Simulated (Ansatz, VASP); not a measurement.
CoO: energy against volume and a worked fit

```
Co O
1.0
     2.57053    0.00000    0.00000
     0.00000    2.57053    0.00000
     0.00000    0.00000    2.57053
Co O
1 1
Direct
  0.00000 0.00000 0.00000
  0.50000 0.50000 0.50000
```

Measurements of this composition are mostly on another form, of space group No. 225.

The cell was scaled at fixed shape and fractions and run with VASP, PBE PAW files Co, O, 520 eV; PBE, k mesh 10 × 10 × 10 on the cell of 2 atoms, fermi-dirac occupations of 0.05 eV, collinear spin, ferromagnetic start, no spin-orbit coupling. Energies are those that the program minimises, any entropy of the smearing included. The magnetic state is the one that the start led to, which needn't be the lowest.

| V (Å³/atom) | energy over the lowest row (meV/atom) |
| --- | --- |
| 7.9830 | 77.50 |
| 8.1528 | 50.13 |
| 8.3227 | 29.37 |
| 8.4925 | 14.57 |
| 8.6624 | 5.09 |
| 8.8322 | ? |
| 9.0021 | 0.00 |

Fit the third-order Birch-Murnaghan form, give V0, B0 and B′, and predict the energy left open.

With y = (V0/V)^(2/3), E = E0 + (9 V0 B0/16) [(y - 1)³ B′ + (y - 1)² (6 - 4y)]. Least squares through the rows shown give V0 = 8.9331 Å³/atom, E0 = -0.33 meV, B0 = 199.7 GPa (1 eV/Å³ = 160.218 GPa) and B′ = 4.65, with a largest miss of 0.00 meV. At V = 8.8322 the form with these constants gives 0.40 meV; the run gave 0.40 meV an atom. Other set-ups at this level, from all their volumes (Å³/atom, GPa): Ansatz, Ansatz PAW (earlier soft set): V0 8.944, B0 200.7.

The fitted minimum lies between the two largest volumes, so the open energy is an interpolation close to the bottom of the well. Its recovery confirms that the curve is smooth, but it tests B′ only weakly. That constant rests almost wholly on the compressed side, with a single row beyond V0.

The steep rise on compression reflects short-range repulsion between the filled oxygen 2p shell and the cobalt shells, which grows faster than the electrostatic and covalent attraction. The same imbalance makes the solid stiffen under pressure, as the positive B′ records. The absence of any kink suggests that the run stays on one magnetic branch, since an abrupt collapse of the cobalt moment would probably break the single curve. A gradual change in the moment could still be absorbed into B0 and B′.

The set-up with the earlier soft PAW set gives nearly the same volume and stiffness, so the choice of PAW data seems to matter little here. Whether this eightfold-coordinated CsCl-type arrangement can compete with rocksalt, even under pressure, cannot be judged from one phase's curve.
